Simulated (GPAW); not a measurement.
# Nb3Sn (Pm-3n) in GPAW: further runs

One crystal, Nb3Sn, is run at these levels: PBEsol; tasks: relaxation of cell and atoms.

Everything below comes from runs of GPAW 26.7.0. Logs are shortened: lines on timing, memory, paths and dates and some standing lists are left out, and cuts for length are marked. The log counts tension as positive stress, the text compression.

## (1) Starting point

Symmetry: Pm-3n, No. 223, cubic system. Conventional cell: a = 5.282 Å, b = 5.282 Å, c = 5.282 Å, α = 90.00°, β = 90.00°, γ = 90.00°. Around Sn (site symmetry m-3) lie 12 Nb at 2.95 Å. Around Nb (site symmetry -4m2) lie 2 Nb at 2.64 Å and 4 Sn at 2.95 Å.

## (2) Relaxation of cell and atoms, PBEsol, target pressure 5 GPa, at which the enthalpy is minimised

run.py

```python
from ase import Atoms
from ase.filters import FrechetCellFilter
from ase.io import write
from ase.optimize import BFGS
from ase.units import GPa
from gpaw import GPAW, PW, setup_paths

setup_paths.insert(0, '.')

atoms = Atoms(['Sn', 'Sn', 'Nb', 'Nb', 'Nb', 'Nb', 'Nb', 'Nb'],
              cell=[[5.2821, 0.0, 0.0],
                    [0.0, 5.2821, 0.0],
                    [0.0, 0.0, 5.2821]],
              scaled_positions=[[0.5, 0.5, 0.5],
                                [0.0, 0.0, 0.0],
                                [0.0, 0.5, 0.25],
                                [0.0, 0.5, 0.75],
                                [0.5, 0.25, 0.0],
                                [0.75, 0.0, 0.5],
                                [0.5, 0.75, 0.0],
                                [0.25, 0.0, 0.5]],
              pbc=True)

calc = GPAW(mode=PW(600),
            xc='PBEsol',
            kpts={'size': (4, 4, 4), 'gamma': True},
            occupations={'name': 'fermi-dirac', 'width': 0.05},
            nbands=88,
            convergence={'density': 1e-05, 'forces': 0.0001},
            maxiter=150,
            txt='gpaw.txt')
atoms.calc = calc
opt = BFGS(FrechetCellFilter(atoms, scalar_pressure=5 * GPa), trajectory='relax.traj', logfile='-')
done = opt.run(fmax=0.02, steps=60)
calc.write('gs.gpw')
write('result.traj', atoms)
print('Converged:', done)
print('Cell:', atoms.cell.cellpar().round(4))
print('Volume:', round(atoms.get_volume(), 4))
print(atoms.get_scaled_positions().round(5))
```

Potentials or basis: PAW data sets generated in the run's folder for this functional, pw.

Run with:

```console
> gpaw-setup -f PBEsol Nb Sn
> OMP_NUM_THREADS=1 python run.py
```

gpaw.txt:

```text
__  _  _
 | _ |_)|_||  |
 |__||  | ||/\| - 26.7.0

Input parameters:
  mode=PW(ecut=600.0),
  convergence={'density': 1e-05, 'forces': 0.0001},
  kpts=MonkhorstPack(size=(4, 4, 4), gamma=True),
  maxiter=150,
  nbands=88,
  occupations=Occupations(name='fermi-dirac', width=0.05),
  xc=XC(name='PBEsol')

Diagonalizing LCAO Hamiltonian
Converting LCAO to pw mode
    .------------.
   /|            |
  / |            |
 *Nb|            |
 |  |            |
 |  |    Sn      |
 |NbNb-----Nb----.
 | /      Nb    /
 |/     Nb     /
 Sn-----------*

Atoms  # Å, Bohr magnetons
|   | symbol |        x |        y |        z |    initial magnetic moments |
|---|--------|----------|----------|----------|-----------------------------|
| 0 |     Sn | 2.641050 | 2.641050 | 2.641050 | ( 0.0000,  0.0000,  0.0000) |
| 1 |     Sn | 0.000000 | 0.000000 | 0.000000 | ( 0.0000,  0.0000,  0.0000) |
| 2 |     Nb | 0.000000 | 2.641050 | 1.320525 | ( 0.0000,  0.0000,  0.0000) |
| 3 |     Nb | 0.000000 | 2.641050 | 3.961575 | ( 0.0000,  0.0000,  0.0000) |
| 4 |     Nb | 2.641050 | 1.320525 | 0.000000 | ( 0.0000,  0.0000,  0.0000) |
| 5 |     Nb | 3.961575 | 0.000000 | 2.641050 | ( 0.0000,  0.0000,  0.0000) |
| 6 |     Nb | 2.641050 | 3.961575 | 0.000000 | ( 0.0000,  0.0000,  0.0000) |
| 7 |     Nb | 1.320525 | 0.000000 | 2.641050 | ( 0.0000,  0.0000,  0.0000) |

Unit cell  # Å
| periodic |        x |        y |        z |  lengths |    angles |
|----------|----------|----------|----------|----------|-----------|
|      yes | 5.282100 | 0.000000 | 0.000000 | 5.282100 | 90.000000 |
|      yes | 0.000000 | 5.282100 | 0.000000 | 5.282100 | 90.000000 |
|      yes | 0.000000 | 0.000000 | 5.282100 | 5.282100 | 90.000000 |

Number of symmetries: 24
Symmetry operations  # r_c * U_cc + t_c -> r_c
|    | kind |            matrix            |
|----|------|------------------------------|
|  0 |  E   |  1, 0, 0,  0, 1, 0,  0, 0, 1 |
|  1 |  σ   |  1, 0, 0,  0, 1, 0,  0, 0,-1 |
|  2 |  σ   |  1, 0, 0,  0,-1, 0,  0, 0, 1 |
|  3 |  C2  |  1, 0, 0,  0,-1, 0,  0, 0,-1 |
|  4 |  C3  |  0, 1, 0,  0, 0, 1,  1, 0, 0 |
|  5 |  S6  |  0, 1, 0,  0, 0, 1, -1, 0, 0 |
|  6 |  S6  |  0, 1, 0,  0, 0,-1,  1, 0, 0 |
|  7 |  C3  |  0, 1, 0,  0, 0,-1, -1, 0, 0 |
|  8 |  C3  |  0, 0, 1,  1, 0, 0,  0, 1, 0 |
[... 218 lines left out ...]
Forces  # eV/Ang
|        x |        y |        z |
|----------|----------|----------|
| -0.00000 | -0.00000 | -0.00000 |  # Sn   0
| -0.00000 |  0.00000 |  0.00000 |  # Sn   1
| -0.00000 |  0.00000 |  0.00000 |  # Nb   2
| -0.00000 |  0.00000 | -0.00000 |  # Nb   3
|  0.00000 |  0.00000 |  0.00000 |  # Nb   4
| -0.00000 |  0.00000 |  0.00000 |  # Nb   5
|  0.00000 | -0.00000 |  0.00000 |  # Nb   6
|  0.00000 |  0.00000 |  0.00000 |  # Nb   7

Interpolating wave functions to new cell
    .------------.
   /|            |
  / |            |
 * Nb            |
 |  |    Sn      |
 |  |            |
 | NNb-----Nb----.
 | /      Nb    /
 |/     Nb     /
 Sn-----------*

Atoms  # Å, Bohr magnetons
|   | symbol |         x |        y |        z |    initial magnetic moments |
|---|--------|-----------|----------|----------|-----------------------------|
| 0 |     Sn |  2.636517 | 2.636517 | 2.636517 | ( 0.0000,  0.0000,  0.0000) |
| 1 |     Sn | -0.000000 | 0.000000 | 0.000000 | ( 0.0000,  0.0000,  0.0000) |
| 2 |     Nb | -0.000000 | 2.636517 | 1.318259 | ( 0.0000,  0.0000,  0.0000) |
| 3 |     Nb | -0.000000 | 2.636517 | 3.954776 | ( 0.0000,  0.0000,  0.0000) |
| 4 |     Nb |  2.636517 | 1.318259 | 0.000000 | ( 0.0000,  0.0000,  0.0000) |
| 5 |     Nb |  3.954776 | 0.000000 | 2.636517 | ( 0.0000,  0.0000,  0.0000) |
| 6 |     Nb |  2.636517 | 3.954776 | 0.000000 | ( 0.0000,  0.0000,  0.0000) |
| 7 |     Nb |  1.318259 | 0.000000 | 2.636517 | ( 0.0000,  0.0000,  0.0000) |

Unit cell  # Å
| periodic |        x |        y |        z |  lengths |    angles |
|----------|----------|----------|----------|----------|-----------|
|      yes | 5.273035 | 0.000000 | 0.000000 | 5.273035 | 90.000000 |
|      yes | 0.000000 | 5.273035 | 0.000000 | 5.273035 | 90.000000 |
|      yes | 0.000000 | 0.000000 | 5.273035 | 5.273035 | 90.000000 |

Number of symmetries: 24
Symmetry operations  # r_c * U_cc + t_c -> r_c
|    | kind |            matrix            |
|----|------|------------------------------|
|  0 |  E   |  1, 0, 0,  0, 1, 0,  0, 0, 1 |
|  1 |  σ   |  1, 0, 0,  0, 1, 0,  0, 0,-1 |
|  2 |  σ   |  1, 0, 0,  0,-1, 0,  0, 0, 1 |
[... 167 lines left out ...]
|iter:   9| |  -77.251448c| -8.61c| -5.71c|-3.29 |
|iter:  10| |  -77.251448c| -9.03c| -6.46c|-4.42c|

Converged in 10 steps
Energy contributions relative to reference atoms: (reference = -958963.478680)

Energy contributions:
  Kinetic:          -0.383277
  Coulomb:         -22.384178
  Zero:             -0.437323
  External:          0.000000
  Xc:              -53.997434
  Entropy:          -0.098470
  Spinorbit:         0.000000
  ----------------------------
  Free energy:     -77.300682
  Extrapolated:    -77.251448
[... 52 lines left out ...]
         Nb
               Sn

         NNb    Nb
                Nb
              Nb
       Sn

Atoms  # Å, Bohr magnetons
|   | symbol |         x |         y |         z |    initial magnetic moments |
|---|--------|-----------|-----------|-----------|-----------------------------|
| 0 |     Sn |  2.598206 |  2.598206 |  2.598206 | ( 0.0000,  0.0000,  0.0000) |
| 1 |     Sn |  0.000000 | -0.000000 | -0.000000 | ( 0.0000,  0.0000,  0.0000) |
| 2 |     Nb | -0.000000 |  2.598206 |  1.299100 | ( 0.0000,  0.0000,  0.0000) |
| 3 |     Nb | -0.000000 |  2.598206 |  3.897311 | ( 0.0000,  0.0000,  0.0000) |
| 4 |     Nb |  2.598206 |  1.299100 |  0.000000 | ( 0.0000,  0.0000,  0.0000) |
| 5 |     Nb |  3.897311 |  0.000000 |  2.598206 | ( 0.0000,  0.0000,  0.0000) |
| 6 |     Nb |  2.598206 |  3.897311 | -0.000000 | ( 0.0000,  0.0000,  0.0000) |
| 7 |     Nb |  1.299100 |  0.000000 |  2.598206 | ( 0.0000,  0.0000,  0.0000) |

Unit cell  # Å
| periodic |         x |         y |        z |  lengths |    angles |
|----------|-----------|-----------|----------|----------|-----------|
|      yes |  5.196411 |  0.000000 | 0.000000 | 5.196411 | 90.000000 |
|      yes | -0.000000 |  5.196411 | 0.000000 | 5.196411 | 90.000000 |
|      yes | -0.000000 | -0.000000 | 5.196411 | 5.196411 | 90.000000 |

Number of symmetries: 24
Symmetry operations  # r_c * U_cc + t_c -> r_c
|    | kind |            matrix            |
|----|------|------------------------------|
|  0 |  E   |  1, 0, 0,  0, 1, 0,  0, 0, 1 |
|  1 |  σ   |  1, 0, 0,  0, 1, 0,  0, 0,-1 |
|  2 |  σ   |  1, 0, 0,  0,-1, 0,  0, 0, 1 |
|  3 |  C2  |  1, 0, 0,  0,-1, 0,  0, 0,-1 |
|  4 |  C3  |  0, 1, 0,  0, 0, 1,  1, 0, 0 |
|  5 |  S6  |  0, 1, 0,  0, 0, 1, -1, 0, 0 |
|  6 |  S6  |  0, 1, 0,  0, 0,-1,  1, 0, 0 |
|  7 |  C3  |  0, 1, 0,  0, 0,-1, -1, 0, 0 |
|  8 |  C3  |  0, 0, 1,  1, 0, 0,  0, 1, 0 |
[... 150 lines left out ...]
SCF iterations
|iter     | |      energy | eigst |  dens |force |
|---------|-|-------------|-------|-------|------|
|iter:   1| |  -77.584096 | -0.59 |       |      |
|iter:   2| |  -77.512100 | -2.41 | -1.66 |      |
|iter:   3| |  -77.196026 | -2.18 | -1.71 |      |
|iter:   4| |  -77.198938 | -3.25 | -2.50 |      |
|iter:   5| |  -77.201667c| -4.46 | -3.03 |      |
|iter:   6| |  -77.202341c| -4.67 | -3.35 |      |
|iter:   7| |  -77.202340c| -6.01 | -4.13 |      |
|iter:   8| |  -77.202337c| -7.17 | -4.55 |      |
|iter:   9| |  -77.202337c| -7.58c| -5.19c|      |
|iter:  10| |  -77.202337c| -7.96c| -5.51c|-3.08 |
|iter:  11| |  -77.202337c| -8.27c| -6.15c|-4.27c|

Converged in 11 steps
Energy contributions relative to reference atoms: (reference = -958963.478680)

Energy contributions:
  Kinetic:          25.641607
  Coulomb:         -42.593242
  Zero:             -0.510055
  External:          0.000000
  Xc:              -59.695152
  Entropy:          -0.090989
  Spinorbit:         0.000000
  ----------------------------
  Free energy:     -77.247831
  Extrapolated:    -77.202337
[... 28 lines left out ...]
No gap
No difference between direct/indirect transitions

Stress tensor  # eV/Ang^3
|         x |         y |         z |
|-----------|-----------|-----------|
| -0.033743 |  0.000000 |  0.000000 |
|  0.000000 | -0.033743 |  0.000000 |
|  0.000000 |  0.000000 | -0.033743 |

Forces  # eV/Ang
|        x |        y |        z |
|----------|----------|----------|
|  0.00000 |  0.00000 |  0.00000 |  # Sn   0
|  0.00000 | -0.00000 | -0.00000 |  # Sn   1
|  0.00000 |  0.00000 |  0.00003 |  # Nb   2
|  0.00000 |  0.00000 | -0.00003 |  # Nb   3
|  0.00000 |  0.00003 |  0.00000 |  # Nb   4
| -0.00003 |  0.00000 |  0.00000 |  # Nb   5
|  0.00000 | -0.00003 |  0.00000 |  # Nb   6
|  0.00003 |  0.00000 |  0.00000 |  # Nb   7

Interpolating wave functions to new cell

         Nb
               Sn

         NNb    Nb
                Nb
              Nb
       Sn

Atoms  # Å, Bohr magnetons
|   | symbol |         x |         y |         z |    initial magnetic moments |
|---|--------|-----------|-----------|-----------|-----------------------------|
| 0 |     Sn |  2.600075 |  2.600075 |  2.600075 | ( 0.0000,  0.0000,  0.0000) |
| 1 |     Sn |  0.000000 | -0.000000 | -0.000000 | ( 0.0000,  0.0000,  0.0000) |
| 2 |     Nb | -0.000000 |  2.600075 |  1.300035 | ( 0.0000,  0.0000,  0.0000) |
| 3 |     Nb | -0.000000 |  2.600075 |  3.900114 | ( 0.0000,  0.0000,  0.0000) |
| 4 |     Nb |  2.600075 |  1.300035 | -0.000000 | ( 0.0000,  0.0000,  0.0000) |
| 5 |     Nb |  3.900114 |  0.000000 |  2.600075 | ( 0.0000,  0.0000,  0.0000) |
| 6 |     Nb |  2.600075 |  3.900114 | -0.000000 | ( 0.0000,  0.0000,  0.0000) |
| 7 |     Nb |  1.300035 |  0.000000 |  2.600075 | ( 0.0000,  0.0000,  0.0000) |

Unit cell  # Å
| periodic |         x |         y |         z |  lengths |    angles |
|----------|-----------|-----------|-----------|----------|-----------|
|      yes |  5.200149 |  0.000000 | -0.000000 | 5.200149 | 90.000000 |
|      yes | -0.000000 |  5.200149 |  0.000000 | 5.200149 | 90.000000 |
|      yes |  0.000000 | -0.000000 |  5.200149 | 5.200149 | 90.000000 |

Number of symmetries: 24
Symmetry operations  # r_c * U_cc + t_c -> r_c
|    | kind |            matrix            |
|----|------|------------------------------|
|  0 |  E   |  1, 0, 0,  0, 1, 0,  0, 0, 1 |
|  1 |  σ   |  1, 0, 0,  0, 1, 0,  0, 0,-1 |
|  2 |  σ   |  1, 0, 0,  0,-1, 0,  0, 0, 1 |
|  3 |  C2  |  1, 0, 0,  0,-1, 0,  0, 0,-1 |
|  4 |  C3  |  0, 1, 0,  0, 0, 1,  1, 0, 0 |
|  5 |  S6  |  0, 1, 0,  0, 0, 1, -1, 0, 0 |
|  6 |  S6  |  0, 1, 0,  0, 0,-1,  1, 0, 0 |
|  7 |  C3  |  0, 1, 0,  0, 0,-1, -1, 0, 0 |
|  8 |  C3  |  0, 0, 1,  1, 0, 0,  0, 1, 0 |
[... 204 lines left out ...]
No gap
No difference between direct/indirect transitions

Stress tensor  # eV/Ang^3
|         x |         y |         z |
|-----------|-----------|-----------|
| -0.031098 |  0.000000 |  0.000000 |
|  0.000000 | -0.031098 |  0.000000 |
|  0.000000 |  0.000000 | -0.031098 |

Forces  # eV/Ang
|        x |        y |        z |
|----------|----------|----------|
| -0.00000 | -0.00000 | -0.00000 |  # Sn   0
|  0.00000 |  0.00000 |  0.00000 |  # Sn   1
| -0.00000 |  0.00000 |  0.00001 |  # Nb   2
| -0.00000 |  0.00000 | -0.00001 |  # Nb   3
|  0.00000 |  0.00001 |  0.00000 |  # Nb   4
| -0.00001 |  0.00000 |  0.00000 |  # Nb   5
|  0.00000 | -0.00001 |  0.00000 |  # Nb   6
|  0.00001 |  0.00000 |  0.00000 |  # Nb   7

# Writing to gs.gpw (mode='')
```

Run time: 5.4 min. Hardware: 1 thread of Intel Xeon Platinum 8259CL at 2.50GHz (Skylake/Cascade Lake), shared host; peak memory 0.4 GiB.

Results:

| Property | Result |
| --- | --- |
| Free energy | -77.2577 eV |
| Relaxed volume | 17.58 Å³/atom |
| Relaxed cell | a = 5.200 Å, b = 5.200 Å, c = 5.200 Å, α = 90.00°, β = 90.00°, γ = 90.00° |
| Space group after relaxing (to 0.05 Å) | Pm-3n (No. 223) |
| Energy change on relaxing (the enthalpy is what falls) | +3.1 meV/atom |
| Ionic steps | 4 |
| Pressure after relaxing | 5.0 GPa |
| Band gap on the k mesh | none (metal or under the smearing width) |

Step by step:
| step | energy change (eV) | largest force (eV/Å) | pressure (GPa) | volume (Å³) |
| --- | --- | --- | --- | --- |
| 1 | 0.0000 | 0.0000 | -3.37 | 147.37 |
| 2 | -0.0142 | 0.0000 | -2.53 | 146.62 |
| 3 | 0.0349 | 0.0000 | 5.41 | 140.32 |
| 4 | 0.0252 | 0.0000 | 4.98 | 140.62 |

Final structure:
```cif
data_structure
_symmetry_space_group_name_H-M 'P 1'
_symmetry_Int_Tables_number 1
_cell_length_a 5.2001
_cell_length_b 5.2001
_cell_length_c 5.2001
_cell_angle_alpha 90.000
_cell_angle_beta 90.000
_cell_angle_gamma 90.000
_cell_volume 140.62
loop_
_atom_site_label
_atom_site_type_symbol
_atom_site_fract_x
_atom_site_fract_y
_atom_site_fract_z
_atom_site_occupancy
Sn1 Sn 0.50000 0.50000 0.50000 1
Sn2 Sn 0.00000 0.00000 0.00000 1
Nb1 Nb 0.00000 0.50000 0.25000 1
Nb2 Nb 0.00000 0.50000 0.75000 1
Nb3 Nb 0.50000 0.25000 0.00000 1
Nb4 Nb 0.75000 0.00000 0.50000 1
Nb5 Nb 0.50000 0.75000 0.00000 1
Nb6 Nb 0.25000 0.00000 0.50000 1
```

Levels at points of the mesh, in eV from the Fermi level:
| k point | band 51 | band 52 | band 53 | band 54 | band 55 | band 56 | band 57 | band 58 |
| --- | --- | --- | --- | --- | --- | --- | --- | --- |
| (0.00, 0.00, 0.00) | -0.60 | -0.60 | -0.09 | -0.09 | 2.48 | 2.48 | 2.48 | 2.74 |
| (0.50, 0.00, 0.00) | -0.93 | -0.93 | -0.37 | -0.37 | 1.60 | 1.60 | 2.26 | 2.26 |
| (0.50, 0.50, 0.00) | 0.10 | 0.10 | 0.23 | 0.57 | 0.65 | 0.65 | 0.76 | 0.86 |
| (0.50, 0.50, 0.50) | -0.04 | -0.04 | 0.13 | 0.13 | 0.13 | 0.13 | 0.13 | 0.13 |

Caveat: later steps reuse the first step's grids.

## (3) Relaxation of cell and atoms, PBEsol, target pressure 10 GPa, at which the enthalpy is minimised

Edit run.py of step 2 so:

```diff
@@ -32,3 +32,3 @@
 atoms.calc = calc
-opt = BFGS(FrechetCellFilter(atoms, scalar_pressure=5 * GPa), trajectory='relax.traj', logfile='-')
+opt = BFGS(FrechetCellFilter(atoms, scalar_pressure=10 * GPa), trajectory='relax.traj', logfile='-')
 done = opt.run(fmax=0.02, steps=60)
```

Potentials or basis: PAW data sets generated in the run's folder for this functional, pw.

Run with:

```console
> gpaw-setup -f PBEsol Nb Sn
> OMP_NUM_THREADS=1 python run.py
```

It took 5.5 min on 1 thread of Intel Xeon Platinum 8259CL at 2.50GHz (Skylake/Cascade Lake), shared host; peak memory 0.39 GiB.

It converged, with:

```yaml
Free_energy: -77.1010 eV
Relaxed_volume: 17.16 Å³/atom
Relaxed_cell: a = 5.158 Å, b = 5.158 Å, c = 5.158 Å, α = 90.00°, β = 90.00°, γ = 90.00°
Space_group_after_relaxing_to_0.05_Å: Pm-3n (No. 223)
Energy_change_on_relaxing_the_enthalpy_is_what_falls: +22.5 meV/atom
Ionic_steps: 4
Pressure_after_relaxing: 9.9 GPa
Band_gap_on_the_k_mesh: none (metal or under the smearing width)
```

The path:
```
step  energy change (eV)  largest force (eV/Å)  pressure (GPa)  volume (Å³)
   1              0.0000                0.0000           -3.37       147.37
   2             -0.0208                0.0000           -2.02       146.17
   3              0.2235                0.0001           10.99       136.60
   4              0.1802                0.0000            9.94       137.26
```

Final structure:
```yaml
crystal:
  lattice:
    - [5.15839, 0.00000, 0.00000]
    - [0.00000, 5.15839, 0.00000]
    - [0.00000, 0.00000, 5.15839]
  atoms:
    - { symbol: Sn, position: [0.50000, 0.50000, 0.50000] }
    - { symbol: Sn, position: [0.00000, 0.00000, 0.00000] }
    - { symbol: Nb, position: [0.00000, 0.50000, 0.25000] }
    - { symbol: Nb, position: [0.00000, 0.50000, 0.75000] }
    - { symbol: Nb, position: [0.50000, 0.25000, 0.00000] }
    - { symbol: Nb, position: [0.75000, 0.00000, 0.50000] }
    - { symbol: Nb, position: [0.50000, 0.75000, 0.00000] }
    - { symbol: Nb, position: [0.25000, 0.00000, 0.50000] }
```

Levels at points of the mesh, in eV from the Fermi level:
```csv
k point,band 52,band 53,band 54,band 55,band 56,band 57
"(0.00, 0.00, 0.00)",-0.62,-0.09,-0.09,2.54,2.54,2.54
"(0.50, 0.00, 0.00)",-0.97,-0.36,-0.36,1.66,1.66,2.31
"(0.50, 0.50, 0.00)",0.10,0.27,0.57,0.69,0.69,0.77
"(0.50, 0.50, 0.50)",-0.05,0.16,0.16,0.16,0.16,0.16
```

Caveat: later steps reuse the first step's grids.

## (4) Relaxation of cell and atoms, PBEsol, target pressure 20 GPa, at which the enthalpy is minimised

Edit run.py of step 3 so:

```diff
@@ -32,3 +32,3 @@
 atoms.calc = calc
-opt = BFGS(FrechetCellFilter(atoms, scalar_pressure=10 * GPa), trajectory='relax.traj', logfile='-')
+opt = BFGS(FrechetCellFilter(atoms, scalar_pressure=20 * GPa), trajectory='relax.traj', logfile='-')
 done = opt.run(fmax=0.02, steps=60)
```

Run with:

```console
> gpaw-setup -f PBEsol Nb Sn
> OMP_NUM_THREADS=1 python run.py
```

Wall time 6.6 min (1 thread of Intel Xeon Platinum 8259CL at 2.50GHz (Skylake/Cascade Lake), shared host); peak memory 0.46 GiB.

Results (log left out):

```
Free energy                                            : -76.5628 eV
Relaxed volume                                         : 16.43 Å³/atom
Relaxed cell                                           : a = 5.085 Å, b = 5.085 Å, c = 5.085 Å, α = 90.00°, β = 90.00°, γ = 90.00°
Space group after relaxing (to 0.05 Å)                 : Pm-3n (No. 223)
Energy change on relaxing (the enthalpy is what falls) : +89.5 meV/atom
Ionic steps                                            : 5
Pressure after relaxing                                : 20.0 GPa
Band gap on the k mesh                                 : none (metal or under the smearing width)
```

The path:
| step | energy change (eV) | largest force (eV/Å) | pressure (GPa) | volume (Å³) |
| --- | --- | --- | --- | --- |
| 1 | 0.0000 | 0.0000 | -3.37 | 147.37 |
| 2 | -0.0293 | 0.0000 | -0.98 | 145.27 |
| 3 | 0.3655 | 0.0000 | 14.00 | 134.77 |
| 4 | 0.7518 | 0.0000 | 20.53 | 131.17 |
| 5 | 0.7161 | 0.0000 | 19.99 | 131.45 |

Final structure:
```yaml
crystal:
  lattice:
    - [5.08461, 0.00000, 0.00000]
    - [0.00000, 5.08461, 0.00000]
    - [0.00000, 0.00000, 5.08461]
  atoms:
    - { symbol: Sn, position: [0.50000, 0.50000, 0.50000] }
    - { symbol: Sn, position: [0.00000, 0.00000, 0.00000] }
    - { symbol: Nb, position: [0.00000, 0.50000, 0.25000] }
    - { symbol: Nb, position: [0.00000, 0.50000, 0.75000] }
    - { symbol: Nb, position: [0.50000, 0.25000, 0.00000] }
    - { symbol: Nb, position: [0.75000, 0.00000, 0.50000] }
    - { symbol: Nb, position: [0.50000, 0.75000, 0.00000] }
    - { symbol: Nb, position: [0.25000, 0.00000, 0.50000] }
```

Levels at points of the mesh, in eV from the Fermi level:
```csv
k point,band 52,band 53,band 54,band 55,band 56,band 57
"(0.00, 0.00, 0.00)",-0.66,-0.10,-0.10,2.65,2.65,2.65
"(0.50, 0.00, 0.00)",-1.05,-0.33,-0.33,1.78,1.78,2.40
"(0.50, 0.50, 0.00)",0.13,0.35,0.57,0.76,0.76,0.79
"(0.50, 0.50, 0.50)",-0.08,0.21,0.21,0.21,0.21,0.21
```

Caveat: later steps reuse the first step's grids.

[end of part 1 of 2]
